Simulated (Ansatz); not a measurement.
Relaxed-ion elastic tensor of GeO$_{2}$ (rutile, P4_2/mnm) in GPa (Voigt order), DFT-r²SCAN in the program Ansatz with PAW potentials; density 6.22 g/cm³, 9.31 Å³ per atom.

```
328  185  179  0.0  0.0  0.0
185  328  179  0.0  0.0  0.0
179  179  586  0.0  0.0  0.0
0.0  0.0  0.0  158  0.0  0.0
0.0  0.0  0.0  0.0  158  0.0
0.0  0.0  0.0  0.0  0.0  262
```

Task: Is the crystal mechanically stable?

Result: Yes: the smallest eigenvalue of C is 143 GPa.

Task: Work out the Voigt, Reuss and Hill averages.

Result: K_V = 259, K_R = 244, K_H = 252; G_V = 162, G_R = 135, G_H = 149 GPa.

Task: Give Young's modulus, Poisson's ratio, Pugh's ratio and the universal anisotropy index.

Result: E = 9KG/(3K + G) = 373 GPa; ν = 0.25; K/G = 1.69 (near the Pugh limit of 1.75, no verdict); A_U = 5G_V/G_R + K_V/K_R − 6 = 1.07.

Task: Estimate the sound speeds and the Debye temperature.

Result: v_l = √((K + 4G/3)/ρ) = 8500 m/s, v_t = √(G/ρ) = 4890 m/s, mean 5430 m/s; Θ = (h/k)(3n/4πV)^(1/3) v_m = 768 K.

Task: Solve the Christoffel equation for the three sound speeds along x, y, z.

Result: Eigenvalues of C_ijkl n_j n_l equal ρv². In km/s, slowest first: x 5.04, 6.49, 7.26; y 5.04, 6.49, 7.26; z 5.04, 5.04, 9.70.

Task: How much does each axis shrink under pressure?

Result: Linear compressibilities β_i = Σ_j S_ij (j = 1 to 3): x 1.7, y 1.7, z 0.66 per TPa.

Symmetry was held in the r²SCAN relaxation; of distortions, only those at the zone centre were tested.

Potentials: the later of the program's two PAW sets.
